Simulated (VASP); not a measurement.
CdO, 2 atoms in the cell. The structure is cubic, space group Fm-3m (No. 225). Conventional cell: a = 4.580 Å, b = 4.580 Å, c = 4.580 Å, α = 90.00°, β = 90.00°, γ = 90.00°. Cd (site symmetry m-3m) has 6 O at 2.29 Å as nearest neighbours. O (site symmetry m-3m) has 6 Cd at 2.29 Å as nearest neighbours. 

| Item | Value |
| --- | --- |
| Program | VASP 6.6.1 |
| Task | relaxation of cell and atoms |
| Functional | PBE |
| Dispersion | D3(BJ) |
| Potentials or basis | VASP PAW PBE potentials, release 64 (Cd, O) |
| Cutoff | 520 eV |
| k mesh | 16 × 16 × 16 |
| Occupations | gaussian, width 0.1 eV |
| Spin | no spin polarisation |
| Target pressure | 18 GPa |
| Further INCAR settings | ALGO = Normal; EDIFF = 1e-07; IBRION = 2; EDIFFG = -0.002; NSW = 80; ISIF = 3 |
| Target pressure | 18 GPa |

Potentials or basis: VASP PAW PBE potentials, release 64 (Cd, O).

The run is started by

```sh
$ cat potpaw_PBE.64/Cd/POTCAR potpaw_PBE.64/O/POTCAR > POTCAR
$ mpirun -np 1 vasp_std > vasp.out
```

Hardware: 1 thread of Intel(R) Xeon(R) Platinum 8259CL CPU @ 2.50GHz (Skylake/Cascade Lake) (shared host).

How long does it take, and how much memory?

Run time: 61 s on 1 thread of Intel(R) Xeon(R) Platinum 8259CL CPU @ 2.50GHz (Skylake/Cascade Lake), on a shared host, peak memory 0.19 GiB. Counts: scf iterations 28, k points 145, ion steps 3.
